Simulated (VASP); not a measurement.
# SnSe (Fm-3m) in VASP: further runs

One crystal, SnSe, is run at these levels: revPBE+D4, BLYP+D4; tasks: relaxation of cell and atoms, single point.

All numbers are computed with VASP 6.6.1; they aren't measurements. Logs are shortened: lines on timing, memory, paths and dates and some standing lists are left out, and cuts for length are marked.

## (1) The crystal as given

The structure is cubic, space group Fm-3m (No. 225). The conventional cell has a = 6.020 Å, b = 6.020 Å, c = 6.020 Å, α = 90.00°, β = 90.00°, γ = 90.00°. Sn (site symmetry m-3m) is surrounded by 6 Se at 3.01 Å. Se (site symmetry m-3m) is surrounded by 6 Sn at 3.01 Å.

Measurements of this composition are mostly on another form, of space group No. 62.

## (2) Relaxation of cell and atoms, revPBE+D4

INCAR reads:

```
SYSTEM = SnSe
PREC = Accurate
ENCUT = 600
EDIFF = 1E-6
ISMEAR = -1
SIGMA = 0.05
LREAL = .False.
LASPH = .True.
NELM = 100
ALGO = Normal
ISIF = 3
LWAVE = .False.
LCHARG = .False.
GGA = RE
IVDW = 13
IBRION = 2
NSW = 80
EDIFFG = -0.005
```

KPOINTS reads:

```
Automatic mesh
0
Gamma
  8 8 8
  0 0 0
```

POSCAR reads:

```
SnSe
1.0
    0.0000000000      3.0100000000      3.0100000000
    3.0100000000      0.0000000000      3.0100000000
    3.0100000000      3.0100000000      0.0000000000
Sn Se
1 1
Direct
    0.0000000000      0.0000000000      0.0000000000
    0.5000000000      0.5000000000      0.5000000000
```

Potentials or basis: VASP PAW PBE potentials, release 64 (Sn_d, Se).

On the command line:

```bash
$ cat potpaw_PBE.64/Sn_d/POTCAR potpaw_PBE.64/Se/POTCAR > POTCAR
$ mpirun -np 1 vasp_std > vasp.out
```

OUTCAR:

```text
SYSTEM = SnSe
   PREC = Accurate
   ENCUT = 600
   EDIFF = 1E-6
   ISMEAR = -1
   LREAL = .False.
   LASPH = .True.
   NELM = 100
   ISIF = 3
   GGA = RE
   IVDW = 13
   IBRION = 2
   NSW = 80
   EDIFFG = -0.005

 ion  position               nearest neighbor table
   1  0.000  0.000  0.000-   2 3.01   2 3.01   2 3.01   2 3.01   2 3.01   2 3.01
   2  0.500  0.500  0.500-   1 3.01   1 3.01   1 3.01   1 3.01   1 3.01   1 3.01

  LATTYP: Found a face centered cubic cell.
 ALAT       =     6.0200000000

  Lattice vectors:

 A1 = (   0.0000000000,   3.0100000000,   3.0100000000)
 A2 = (   3.0100000000,   0.0000000000,   3.0100000000)
 A3 = (   3.0100000000,   3.0100000000,   0.0000000000)

Analysis of symmetry for initial positions (statically):
=====================================================================
 Subroutine PRICEL returns:
 Original cell was already a primitive cell.

 Routine SETGRP: Setting up the symmetry group for a
 face centered cubic supercell.

 Subroutine GETGRP returns: Found 48 space group operations
 (whereof 48 operations were pure point group operations)
 out of a pool of 48 trial point group operations.

The static configuration has the point symmetry O_h .

Analysis of symmetry for dynamics (positions and initial velocities):
=====================================================================
 Subroutine PRICEL returns:
 Original cell was already a primitive cell.

 Routine SETGRP: Setting up the symmetry group for a
 face centered cubic supercell.

 Subroutine GETGRP returns: Found 48 space group operations
 (whereof 48 operations were pure point group operations)
 out of a pool of 48 trial point group operations.

The dynamic configuration has the point symmetry O_h .

 Subroutine INISYM returns: Found 48 space group operations
 (whereof 48 operations are pure point group operations),
 and found     1 'primitive' translations

----------------------------------------------------------------------------------------

                                     Primitive cell

  volume of cell :      54.5418

  direct lattice vectors                    reciprocal lattice vectors
     0.000000000  3.010000000  3.010000000    -0.166112957  0.166112957  0.166112957
     3.010000000  0.000000000  3.010000000     0.166112957 -0.166112957  0.166112957
     3.010000000  3.010000000  0.000000000     0.166112957  0.166112957 -0.166112957

  length of vectors
     4.256782823  4.256782823  4.256782823     0.287716081  0.287716081  0.287716081

  position of ions in fractional coordinates (direct lattice)
     0.000000000  0.000000000  0.000000000
     0.500000000  0.500000000  0.500000000

  ion indices of the primitive-cell ions
   primitive index   ion index
                 1           1
                 2           2

----------------------------------------------------------------------------------------

 KPOINTS: Automatic mesh

Automatic generation of k-mesh.
 Grid dimensions read from file:
 generate k-points for:    8    8    8

 Generating k-lattice:

  Cartesian coordinates                     Fractional coordinates (reciprocal lattice)
    -0.020764120  0.020764120  0.020764120     0.125000000  0.000000000  0.000000000
     0.020764120 -0.020764120  0.020764120     0.000000000  0.125000000  0.000000000
     0.020764120  0.020764120 -0.020764120     0.000000000  0.000000000  0.125000000

  Length of vectors
     0.035964510  0.035964510  0.035964510

  Shift w.r.t. Gamma in fractional coordinates (k-lattice)
     0.000000000  0.000000000  0.000000000

 Subroutine IBZKPT returns following result:
 ===========================================

 Found     29 irreducible k-points:

 Following reciprocal coordinates:
            Coordinates               Weight
  0.000000  0.000000  0.000000      1.000000
  0.125000  0.000000  0.000000      8.000000
  0.250000  0.000000  0.000000      8.000000
  0.375000  0.000000  0.000000      8.000000
  0.500000  0.000000  0.000000      4.000000
  0.125000  0.125000  0.000000      6.000000
[... 16 lines left out ...]
  0.500000  0.250000  0.125000     48.000000
 -0.375000  0.250000  0.125000     24.000000
 [... further k-points ...]
   k-points           NKPTS =     29   k-points in BZ     NKDIM =     29   number of bands    NBANDS=     14
   number of dos      NEDOS =    301   number of ions     NIONS =      2
   total plane-waves  NPLWV =  46656
   dimension x,y,z NGX =    36 NGY =   36 NGZ =   36
   dimension x,y,z NGXF=    72 NGYF=   72 NGZF=   72
   ions per type =               1   1
   NGX,Y,Z   is equivalent  to a cutoff of  14.06, 14.06, 14.06 a.u.
   NGXF,Y,Z  is equivalent  to a cutoff of  28.12, 28.12, 28.12 a.u.
 SYSTEM =  SnSe
   PREC   = accura    normal or accurate (medium, high low for compatibility)
   ISTART =      0    job   : 0-new  1-cont  2-samecut
   ICHARG =      2    charge: 1-file 2-atom 10-const
   ISPIN  =      1    spin polarized calculation?
   LNONCOLLINEAR =      F non collinear calculations
   LSORBIT =      F    spin-orbit coupling
   LASPH  =      T    aspherical Exc in radial PAW
   ENCUT  =  600.0 eV  44.10 Ry    6.64 a.u.   8.50  8.50  8.50*2*pi/ulx,y,z
   NELM   =    100;   NELMIN=  2; NELMDL= -5     # of ELM steps
   EDIFF  = 0.1E-05   stopping-criterion for ELM
   LREAL  =      F    real-space projection
   EDIFFG = -.5E-02   stopping-criterion for IOM
   NSW    =     80    number of steps for IOM
   IBRION =      2    ionic relax: 0-MD 1-quasi-New 2-CG
   NFREE  =      1    steps in history (QN), initial steepest desc. (CG)
   ISIF   =      3    stress and relaxation
   ISYM   =      2    0-nonsym 1-usesym 2-fastsym
   POTIM  = 0.5000    time-step for ionic-motion
   TEBEG  =    0.0;   TEEND  =   0.0 temperature during run
   PSTRESS=    0.0 pullay stress
   NELECT =      20.0000    total number of electrons
   NUPDOWN=      -1.0000    fix difference up-down
   EMIN   =  10.00;   EMAX   =-10.00  energy-range for DOS
   EFERMI =   0.00;   METHOD = LEGACY
   ISMEAR =    -1;   SIGMA  =   0.05  broadening in eV -4-tet -1-fermi 0-gaus
   EFERMI_NEDOS =   21; number of points for ismear=-14 and -15
   IALGO  =     38    algorithm
   IMIX   =      4    mixing-type and parameters
     AMIX     =   0.40;   BMIX     =  1.00
     AMIX_MAG =   1.60;   BMIX_MAG =  1.00
  volume/ion in A,a.u.               =      27.27       184.03
  Fermi-wavevector in a.u.,A,eV,Ry     =   1.171768  2.214321 18.681350  1.373040
  Thomas-Fermi vector in A             =   2.308207
   LORBIT       =      0    0 simple, 1 ext, 2 COOP (PROOUT), +10 PAW based schemes
   GGA     = RE    functional components
   LHFCALC =     F    Hartree Fock is set to
   AEXX    =    0.0000 exact exchange contribution
   IVDW    =    13    specifies the selected vdW correction
   LEPSILON=     F    determine dielectric tensor
   LRPA    =     F    only Hartree local field effects (RPA)
 conjugate gradient relaxation of ions
 non-spin polarized calculation
  energy-cutoff  :      600.00
  volume of cell :       54.54
 maximum number of plane-waves:      1841
 NGX is ok and might be reduce to    36
   NGX = 17   NGY = 17   NGZ = 17

--------------------------------------- Ionic step        1  -------------------------------------------

 number of electron      19.9999999 magnetization

 Free energy of the ion-electron system (eV)
  ---------------------------------------------------
  ext. energy  EPLUGINS =         0.00000000
  ---------------------------------------------------
  free energy    TOTEN  =        -7.60435486 eV

  energy without entropy =       -7.60429773  energy(sigma->0) =       -7.60432629

------------------------ aborting loop because EDIFF is reached ----------------------------------------

  DFT-D4 for vdW energy calculation

  Edisp (eV):   -1.26165

  FORCE on cell =-STRESS in cart. coord.  units (eV):
  Direction    XX          YY          ZZ          XY          YZ          ZX
  --------------------------------------------------------------------------------------
  -------------------------------------------------------------------------------------
  Total      -0.49517    -0.49517    -0.49517    -0.00000     0.00000     0.00000
  in kB     -14.54583   -14.54583   -14.54583    -0.00000     0.00000     0.00000
  external pressure =      -14.55 kB  Pullay stress =        0.00 kB
[... 61 lines left out ...]
  energy  without entropy=       -8.8741590598  energy(sigma->0) =       -8.87417540

--------------------------------------- Ionic step        3  -------------------------------------------

 number of electron      19.9999998 magnetization

 Free energy of the ion-electron system (eV)
  ---------------------------------------------------
  ext. energy  EPLUGINS =         0.00000000
  ---------------------------------------------------
  free energy    TOTEN  =        -7.57164310 eV

  energy without entropy =       -7.57160930  energy(sigma->0) =       -7.57162620

 E-fermi :   6.3615     XC(G=0):  -9.6613

 val. band max:        6.0533380577   @ k =   0.5000   0.0000   0.0000
 cond. band min:       6.7549930102   @ k =   0.5000   0.0000   0.0000
 fundamental gap:      0.7016549526
 Fermi energy:         6.3615213646

 k-point     1 :       0.0000    0.0000    0.0000
  band No.  band energies     occupation
      1     -15.6203      2.00000
      2     -15.6203      2.00000
      3     -15.6203      2.00000
      4     -15.6173      2.00000
      5     -15.6173      2.00000
      6      -8.0436      2.00000
      7       1.1247      2.00000
      8       3.7403      2.00000
      9       3.7403      2.00000
     10       3.7403      2.00000
     11      10.5055      0.00000
     12      10.5055      0.00000
     13      10.5055      0.00000
     14      11.8667      0.00000
[... 375 lines left out ...]
 k-point    24 :      -0.3750    0.2500    0.1250
  band No.  band energies     occupation
      1     -15.6332      2.00000
      2     -15.6217      2.00000
      3     -15.6144      2.00000
      4     -15.6102      2.00000
      5     -15.6043      2.00000
      6      -6.8800      2.00000
      7      -1.7159      2.00000
      8       2.1582      2.00000
      9       2.7267      2.00000
     10       5.2632      2.00000
     11       7.0955      0.00000
     12       9.2308      0.00000
     13      10.1753      0.00000
     14      13.2943      0.00000

 [... further k-points ...]

------------------------ aborting loop because EDIFF is reached ----------------------------------------

  DFT-D4 for vdW energy calculation

  Edisp (eV):   -1.30269

  FORCE on cell =-STRESS in cart. coord.  units (eV):
  Direction    XX          YY          ZZ          XY          YZ          ZX
  --------------------------------------------------------------------------------------
  -------------------------------------------------------------------------------------
  Total       0.00971     0.00971     0.00971    -0.00000     0.00000     0.00000
  in kB       0.29458     0.29458     0.29458    -0.00000     0.00000     0.00000
  external pressure =        0.29 kB  Pullay stress =        0.00 kB
[... 17 lines left out ...]
  FREE ENERGIE OF THE ION-ELECTRON SYSTEM (eV)
  ---------------------------------------------------
  free  energy   TOTEN  =        -8.8743288567 eV

  energy  without entropy=       -8.8742950587  energy(sigma->0) =       -8.87431196

 reached required accuracy - stopping structural energy minimisation
```

Run time: 41 s. Hardware: 1 thread of Intel Xeon Platinum 8488C (Sapphire Rapids), shared host; peak memory 0.23 GiB.

Results:

- Free energy: -8.8743 eV
- Relaxed volume: 26.41 Å³/atom
- Relaxed cell: a = 4.211 Å, b = 4.211 Å, c = 4.211 Å, α = 60.00°, β = 60.00°, γ = 60.00°
- Space group after relaxing (to 0.05 Å): Fm-3m (No. 225)
- Energy gained by relaxing: 4.2 meV/atom
- Ionic steps: 3
- Pressure after relaxing: 0.0 GPa
- Band gap on the k mesh: 0.70 eV, direct
- Dispersion energy per atom: -0.651 eV

Step by step:
| step | energy change (eV) | largest force (eV/Å) | pressure (GPa) | volume (Å³) |
| --- | --- | --- | --- | --- |
| 1 | 0.0000 | 0.0000 | -1.45 | 54.54 |
| 2 | -0.0082 | 0.0000 | 0.21 | 52.61 |
| 3 | -0.0083 | 0.0000 | 0.03 | 52.82 |

Final structure:
```cif
data_structure
_symmetry_space_group_name_H-M 'P 1'
_symmetry_Int_Tables_number 1
_cell_length_a 4.2114
_cell_length_b 4.2114
_cell_length_c 4.2114
_cell_angle_alpha 60.000
_cell_angle_beta 60.000
_cell_angle_gamma 60.000
_cell_volume 52.82
loop_
_atom_site_label
_atom_site_type_symbol
_atom_site_fract_x
_atom_site_fract_y
_atom_site_fract_z
_atom_site_occupancy
Sn1 Sn 0.00000 0.00000 0.00000 1
Se1 Se 0.50000 0.50000 0.50000 1
```

Levels at points of the mesh, in eV from the valence-band top:
| k point | band 8 | band 9 | band 10 | band 11 | band 12 | band 13 |
| --- | --- | --- | --- | --- | --- | --- |
| (0.00, 0.00, 0.00) | -2.31 | -2.31 | -2.31 | 4.45 | 4.45 | 4.45 |
| (0.50, 0.00, 0.00) | -2.06 | -2.06 | 0.00 | 0.70 | 1.23 | 1.23 |
| (0.50, 0.50, 0.00) | -5.71 | -3.81 | -3.81 | 2.93 | 5.54 | 5.54 |

Caveat: the PAW data sets were made with another functional, which shifts forces and pressure a little; spin-orbit coupling is left out, which moves the levels of the heavy elements.

## (3) Single point, BLYP+D4

This run uses another cell than the first one, of 29.68 Å³/atom, 1.088 times its volume.

INCAR reads:

```
AGGAC = 1.0
AGGAX = 1.0
ALDAC = 0.0
ALDAX = 1.0
ALGO = Normal
EDIFF = 1E-6
ENCUT = 520
GGA = B5
ISIF = 2
ISMEAR = -1
IVDW = 13
LASPH = True
LCHARG = True
LELF = True
LREAL = False
LVHAR = True
LWAVE = False
NBANDS = 17
NELM = 100
PREC = Accurate
SIGMA = 0.05
VDW_A1 = 0.44488865
VDW_A2 = 4.0933009
VDW_S6 = 1.0
VDW_S8 = 2.34076671
```

KPOINTS reads:

```
k-points
0
Gamma
  8 8 8
```

POSCAR reads:

```
SnSe
1.0
    0.0000000000      3.0960633265      3.0960633265
    3.0960633265      0.0000000000      3.0960633265
    3.0960633265      3.0960633265      0.0000000000
Sn Se
1 1
Direct
    0.0000000000      0.0000000000      0.0000000000
    0.5000000000      0.5000000000      0.5000000000
```

Potentials or basis: VASP PAW PBE potentials, release 64 (Sn_d, Se).

On the command line:

```bash
$ cat potpaw_PBE.64/Sn_d/POTCAR potpaw_PBE.64/Se/POTCAR > POTCAR
$ mpirun -np 1 vasp_std > vasp.out
```

Run time: 31 s. Hardware: 1 thread of Intel Xeon Platinum 8488C (Sapphire Rapids), shared host; peak memory 0.21 GiB.

Results (log left out):

```
Free energy                : -8.5376 eV
Pressure                   : 0.1 GPa
Band gap on the k mesh     : 0.08 eV, direct
Dispersion energy per atom : -0.734 eV
```

Levels at points of the mesh, in eV from the valence-band top:
```csv
k point,band 7,band 8,band 9,band 10,band 11,band 12,band 13,band 14
"(0.00, 0.00, 0.00)",-5.59,-2.10,-2.10,-2.10,3.75,3.75,3.75,6.04
"(0.50, 0.00, 0.00)",-7.85,-1.84,-1.84,0.00,0.08,1.12,1.12,8.21
"(0.50, 0.50, 0.00)",-6.29,-4.96,-3.36,-3.36,3.48,4.64,4.64,5.25
```

Caveat: the PAW data sets were made with another functional, which shifts forces and pressure a little; spin-orbit coupling is left out, which moves the levels of the heavy elements. A k mesh can miss the band edges.

## (4) Relaxation of cell and atoms, BLYP+D4

INCAR reads:

```
PREC     = Accurate       # precision mode
ENCUT    = 600            # plane-wave cutoff, eV
EDIFF    = 1E-7           # SCF threshold, eV
ISMEAR   = -1             # smearing method
SIGMA    = 0.05           # smearing width, eV
LREAL    = False          # projectors in reciprocal space
LASPH    = True           # aspherical terms in the spheres
NELM     = 100            # most SCF steps
ALGO     = Fast           # electronic algorithm
ISIF     = 3              # what is computed and relaxed
LWAVE    = False          # write WAVECAR
LCHARG   = False          # write CHGCAR
GGA      = B5             # functional
ALDAX    = 1.0          
AGGAX    = 1.0          
AGGAC    = 1.0          
ALDAC    = 0.0          
IVDW     = 13             # dispersion correction
VDW_S6   = 1.0          
VDW_S8   = 2.34076671   
VDW_A1   = 0.44488865   
VDW_A2   = 4.0933009    
IBRION   = 2              # ionic algorithm
NSW      = 80             # ionic steps
EDIFFG   = -0.01          # ionic threshold
```

KPOINTS reads:

```
regular mesh
0
Gamma
  8 8 8
```

POSCAR reads:

```
SnSe
1.0
    0.0000000000      3.0100000000      3.0100000000
    3.0100000000      0.0000000000      3.0100000000
    3.0100000000      3.0100000000      0.0000000000
Sn Se
1 1
Direct
    0.0000000000      0.0000000000      0.0000000000
    0.5000000000      0.5000000000      0.5000000000
```

On the command line:

```bash
$ cat potpaw_PBE.64/Sn_d/POTCAR potpaw_PBE.64/Se/POTCAR > POTCAR
$ mpirun -np 1 vasp_std > vasp.out
```

Wall time 3.8 min (1 thread of Intel Xeon Platinum 8488C (Sapphire Rapids), shared host); peak memory 0.23 GiB.

The run converged. Its results:

* Free energy: -8.5376 eV
* Relaxed volume: 29.69 Å³/atom
* Relaxed cell: a = 4.379 Å, b = 4.379 Å, c = 4.379 Å, α = 60.00°, β = 60.00°, γ = 60.00°
* Space group after relaxing (to 0.05 Å): Fm-3m (No. 225)
* Energy gained by relaxing: 40.4 meV/atom
* Ionic steps: 8
* Pressure after relaxing: 0.0 GPa
* Band gap on the k mesh: 0.08 eV, direct
* Dispersion energy per atom: -0.734 eV

The path:
| step | energy change (eV) | largest force (eV/Å) | pressure (GPa) | volume (Å³) |
| --- | --- | --- | --- | --- |
| 1 | 0.0000 | 0.0000 | 0.85 | 54.54 |
| 2 | -0.0049 | 0.0000 | 0.74 | 55.69 |
| 3 | -0.0806 | 0.0000 | 0.58 | 59.25 |
| 4 | 0.0131 | 0.0000 | -2.49 | 66.81 |
| 5 | -0.0675 | 0.0000 | -3.25 | 60.51 |
| 6 | -0.0808 | 0.0000 | -0.25 | 59.44 |
| 7 | -0.0754 | 0.0000 | 2.98 | 58.78 |
| 8 | -0.0808 | 0.0000 | -0.02 | 59.38 |

Final structure:
```xyz
2
Lattice="0.0000 3.0965 3.0965 3.0965 0.0000 3.0965 3.0965 3.0965 0.0000" Properties=species:S:1:pos:R:3 pbc="T T T"
Sn    0.0000    0.0000    0.0000
Se    3.0965    3.0965    3.0965
```

Levels at points of the mesh, in eV from the valence-band top:
```csv
k point,band 7,band 8,band 9,band 10,band 11,band 12,band 13,band 14
"(0.00, 0.00, 0.00)",-5.59,-2.10,-2.10,-2.10,3.75,3.75,3.75,6.04
"(0.50, 0.00, 0.00)",-7.85,-1.84,-1.84,0.00,0.08,1.12,1.12,8.21
"(0.50, 0.50, 0.00)",-6.29,-4.95,-3.36,-3.36,3.48,4.64,4.64,5.25
```

Caveat: the PAW data sets were made with another functional, which shifts forces and pressure a little; spin-orbit coupling is left out, which moves the levels of the heavy elements. A k mesh can miss the band edges.

## (5) The runs side by side

| task | level | cell | cutoff (eV) | gap on the mesh (eV) | pressure (GPa) | relaxed volume (Å³/atom) |
| --- | --- | --- | --- | --- | --- | --- |
| relaxation of cell and atoms | revPBE+D4 | relaxed | 600 | 0.70 | 0.0 | 26.41 |
| single point | BLYP+D4 | Fm-3m, 29.68 Å³/atom | 520 | 0.08 | 0.1 | - |
| relaxation of cell and atoms | BLYP+D4 | relaxed | 600 | 0.08 | 0.0 | 29.69 |

Alike in all rows: potentials or basis VASP PAW PBE potentials, release 64 (Sn_d, Se); no spin polarisation; k mesh 8 × 8 × 8; smearing fermi-dirac 0.05 eV.

Caveats: the PAW data sets were made with another functional, which shifts forces and pressure a little; spin-orbit coupling is left out, which moves the levels of the heavy elements.

Total energies depend on the potentials used, so only differences within one code and one set of settings carry meaning.
